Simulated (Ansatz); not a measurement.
Si (diamond) at its r2SCAN geometry, run in Ansatz 0.2.0 at 4 levels of theory. (Simulation; spin polarisation is off.)

The r2SCAN input:
```yaml
crystal:
  lattice:
    - [0.0, 2.7221188957, 2.7221188957]
    - [2.7221188957, 0.0, 2.7221188957]
    - [2.7221188957, 2.7221188957, 0.0]
  atoms:
    - { symbol: Si, position: [0.0, 0.0, 0.0] }
    - { symbol: Si, position: [0.25, 0.25, 0.25] }
kpoints:
  mp_grid: { grid: [8, 8, 8] }
  band_path:
    path:
      - [0.0, 0.0, 0.0]
      - [0.5, 0.0, 0.5]
      - [0.625, 0.25, 0.625]
      - [0.375, 0.375, 0.75]
      - [0.5, 0.5, 0.5]
      - [0.5, 0.25, 0.75]
      - [0.0, 0.419271, 0.419271]
    npoints: 1
hamiltonian:
  xc: r2scan
scf:
  occupations: { method: fixed }
  n_extra_bands: 4
output:
  forces: true
  stress: true
  eigenvalues: true
```

Main results, then, where recorded, the levels near the gap in eV from the Fermi energy (columns number the bands from 0), one row a point of the path (Γ, X, U, K, L, W, Γ–X (0.84)):
```
Crystal: 2 atoms, lattice volume = 40.341 Å³
Symmetry: 48 space group operations
Space group: Fd-3m (ITA 227)
```
```
Basis set: ecut = 500 eV, 965 PW (Γ)
k-points: 29 of 512
SCF converged after 6 iterations
Free energy (F): -1278.130077 eV
Fermi energy:    6.077168 eV
--- Stress (GPa, compression-positive) ---
        0.006698       0.000000       0.000000
        0.000000       0.006698       0.000000
        0.000000       0.000000       0.006698
  P = ⅓ Tr σ = 0.0067 GPa (0.067 kbar)
```
```tsv
band_0	band_1	band_2	band_3	band_4	band_5	band_6
-12.483	0.000	0.000	0.000	2.739	2.739	2.739
-8.141	-8.141	-2.997	-2.997	0.919	0.919	10.799
-8.580	-7.522	-4.463	-2.549	1.429	4.453	7.940
-8.580	-7.522	-4.463	-2.549	1.429	4.453	7.940
-10.049	-7.240	-1.269	-1.269	1.844	3.574	3.574
-7.973	-7.973	-4.000	-4.000	4.588	4.588	5.387
-9.374	-6.765	-2.888	-2.888	0.770	1.385	9.440
```

With r2SCAN the valence top lies at Γ and the conduction bottom at Γ–X (0.84 of the way from Γ), 0.77 eV higher; the smallest vertical gap, at Γ, is 2.74 eV.

Task: In the first input these blocks are replaced (the band path and keys that only write files left aside):
```yaml
kpoints:
  mp_grid: { grid: [6, 6, 6] }
hamiltonian:
  xc: hse06
```
What comes out?

Result:
```
Basis set: ecut = 420 eV, 749 PW (Γ)
k-points: 16 of 216
Exchange kernel: α = 0.2500, screened, ω = 0.2079 Å⁻¹, Wigner–Seitz truncation, v(0) = 1046.4196 eV·Å³, q-mesh 6×6×6
hybrid outer 1: dexx = +3.056e-3 eV, tail = 5.52e-6 eV
hybrid outer 2: dexx = +2.280e-8 eV, tail = 1.72e-8 eV, Δε = 9.21e-4 eV
hybrid SCF converged: 2 outer / 7 inner (+2 warm-up)
Free energy (F): -1272.567744 eV
Fermi energy:    5.816246 eV
--- Stress (GPa, compression-positive) ---
       -0.187069       0.000000       0.000000
        0.000000      -0.187069       0.000000
        0.000000       0.000000      -0.187069
  P = ⅓ Tr σ = -0.1871 GPa (-1.871 kbar)
```
```tsv
band_0	band_1	band_2	band_3	band_4	band_5	band_6
-13.230	0.000	0.000	0.000	3.312	3.312	3.312
-8.640	-8.640	-3.115	-3.115	1.294	1.294	11.414
-9.103	-7.980	-4.661	-2.641	1.824	4.924	8.584
-9.103	-7.980	-4.661	-2.641	1.824	4.924	8.584
-10.657	-7.676	-1.305	-1.305	2.207	4.128	4.128
-8.459	-8.459	-4.164	-4.164	5.034	5.034	5.938
-9.947	-7.177	-3.000	-3.000	1.144	1.771	10.058
```
HSE06 gives an indirect gap of 1.14 eV, from Γ to Γ–X (0.84 of the way from Γ); the least direct gap is 3.31 eV at Γ. The mean stress, -0.2 GPa, is small, and the program warns that its thresholds are loose for a hybrid's stress.

DDH-PBE0. Against the first input these blocks differ (the band path and keys that only write files left aside):
```yaml
crystal:
  host: atoms
kpoints:
  mp_grid: { grid: [6, 6, 6] }
hamiltonian:
  xc:
    exchange: pbe
    correlation: pbe
    exx: { coeff: inverse_dielectric }
```

```
ε∞ on k-mesh 4×4×4 of a primitive cell: xx 12.9248, yy 12.9248, zz 12.9248; 3/Tr ε∞, of that cell with its empty space = 0.07737067301891465
Basis set: ecut = 420 eV, 749 PW (Γ)
k-points: 16 of 216
hybrid outer 1: dexx = +1.718e-4 eV, tail = 1.81e-7 eV
hybrid outer 2: dexx = +3.557e-9 eV, tail = 1.75e-8 eV, Δε = 2.54e-4 eV
hybrid SCF converged: 2 outer / 7 inner (+2 warm-up)
Free energy (F): -1271.993898 eV
Fermi energy:    5.959729 eV
--- Stress (GPa, compression-positive) ---
        0.821690       0.000000       0.000000
        0.000000       0.821690       0.000000
        0.000000       0.000000       0.821690
  P = ⅓ Tr σ = 0.8217 GPa (8.217 kbar)
```
```tsv
band_0	band_1	band_2	band_3	band_4	band_5	band_6
-12.364	0.000	0.000	0.000	2.981	2.981	2.981
-8.097	-8.097	-2.940	-2.940	1.089	1.089	10.683
-8.526	-7.487	-4.426	-2.499	1.592	4.578	8.002
-8.526	-7.487	-4.426	-2.499	1.592	4.578	8.002
-9.969	-7.208	-1.237	-1.237	1.913	3.784	3.784
-7.928	-7.928	-3.962	-3.962	4.714	4.714	5.483
-9.308	-6.743	-2.834	-2.834	0.945	1.547	9.426
```

With DDH-PBE0 the valence top lies at Γ and the conduction bottom at Γ–X (0.84 of the way from Γ), 0.94 eV higher; the smallest vertical gap, at Γ, is 2.98 eV. The mean pressure is +0.8 GPa (compression positive), so DDH-PBE0 would enlarge the cell's volume. The stress of a hybrid is loosely converged here.

Task: Another run on the same cell gave
```
Basis set: ecut = 500 eV, 965 PW (Γ)
k-points: 16 of 216
hybrid outer 1: dexx = +2.215e-3 eV, tail = 1.63e-6 eV
hybrid outer 2: dexx = +7.088e-8 eV, tail = 4.01e-9 eV, Δε = 5.33e-4 eV
hybrid SCF converged: 2 outer / 9 inner (+3 warm-up)
Free energy (F): -1277.764230 eV
Fermi energy:    5.478753 eV
--- Stress (GPa, compression-positive) ---
       -0.966345       0.000000       0.000000
        0.000000      -0.966345       0.000000
        0.000000       0.000000      -0.966345
  P = ⅓ Tr σ = -0.9663 GPa (-9.663 kbar)
```
```tsv
band_0	band_1	band_2	band_3	band_4	band_5	band_6
-13.701	0.000	0.000	0.000	4.032	4.032	4.032
-8.968	-8.968	-3.280	-3.280	2.032	2.032	12.540
-9.444	-8.289	-4.895	-2.786	2.575	5.797	9.564
-9.444	-8.289	-4.895	-2.786	2.575	5.797	9.564
-11.049	-7.990	-1.385	-1.385	3.018	4.911	4.911
-8.778	-8.778	-4.381	-4.381	5.906	5.906	6.853
-10.316	-7.458	-3.161	-3.161	1.873	2.528	11.108
```
Which level of theory and mesh gave it?

Result: It is r2SCAN0, judged by the exchange loop and the size of the gap (a near hybrid could fit too), on 6×6×6; the blocks that differ from the first input, but for the band path:
```yaml
kpoints:
  mp_grid: { grid: [6, 6, 6] }
hamiltonian:
  xc: r2scan0
```
The r2SCAN0 gap is indirect, 1.87 eV (Γ to Γ–X (0.84 of the way from Γ)), below the direct gap of 4.03 eV at Γ. At this geometry r2SCAN0 finds -1.0 GPa, compression counted positive: its own equilibrium volume is smaller. (The program warns that its thresholds are loose for a hybrid's stress.)

The hybrids run on coarser meshes, which limits their stresses and small splittings of levels.

Totals of different functionals can't be compared.

The meshes of the hybrids are coarse, so their gaps aren't converged to the digits shown.
